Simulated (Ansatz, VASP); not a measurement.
## RbBr in VASP and in Ansatz

The input INCAR:

```
SYSTEM = RbBr
PREC = Accurate ; ENCUT = 520
EDIFF = 1E-6 ; ISMEAR = 0
SIGMA = 0.05 ; LREAL = .FALSE.
LASPH = .TRUE. ; NELM = 60
ALGO = Normal ; ISIF = 2
LWAVE = .FALSE. ; LCHARG = .FALSE.
GGA = PE ; NBANDS = 15
```

The input KPOINTS:

```
regular mesh
0
G
  8 8 8
  0 0 0
```

POSCAR

```
RbBr
1.0
    0.0000000000      3.4270000000      3.4270000000
    3.4270000000      0.0000000000      3.4270000000
    3.4270000000      3.4270000000      0.0000000000
Rb Br
1 1
Direct
    0.0000000000      0.0000000000      0.0000000000
    0.5000000000      0.5000000000      0.5000000000
```

Input for Ansatz:

```yaml
crystal:
  lattice:
    - [0.0, 3.427, 3.427]
    - [3.427, 0.0, 3.427]
    - [3.427, 3.427, 0.0]
  atoms:
    - { symbol: Rb, position: [0.0, 0.0, 0.0] }
    - { symbol: Br, position: [0.5, 0.5, 0.5] }
basis:
  ecutwfc: 420
  fft_grid_basis: typed
kpoints:
  mp_grid: { grid: [8, 8, 8] }
hamiltonian:
  xc: pbe
  pseudopotentials: { kind: paw }
scf:
  occupations: { method: gaussian, width: 0.05 }
output:
  forces: true
  stress: true
  eigenvalues: true
  bader: true
  write_density: true
  volumetric_format: npy
  elf: true
```

Alike in both runs: task single point; functional PBE; k mesh 8 × 8 × 8; occupations gaussian, width 0.05 eV; no spin polarisation.

|  | VASP | Ansatz |
| --- | --- | --- |
| version | VASP 6.6.1 | Ansatz 0.2.0 |
| potentials or method | VASP PAW PBE potentials, release 64 (Rb_sv, Br) | scalar-relativistic, plane waves, PAW |
| plane-wave cutoff (eV) | 520 | 420 |
| valence electrons in the cell | 16 | 16 |

|  | VASP | Ansatz | Ansatz less VASP |
| --- | --- | --- | --- |
| gap on the k mesh at the Fermi level (eV) | 4.36 | 4.36 | +0.003 |
| pressure (GPa) | 1.0 | 1.0 | -0.02 |

A k mesh can miss the band edges.
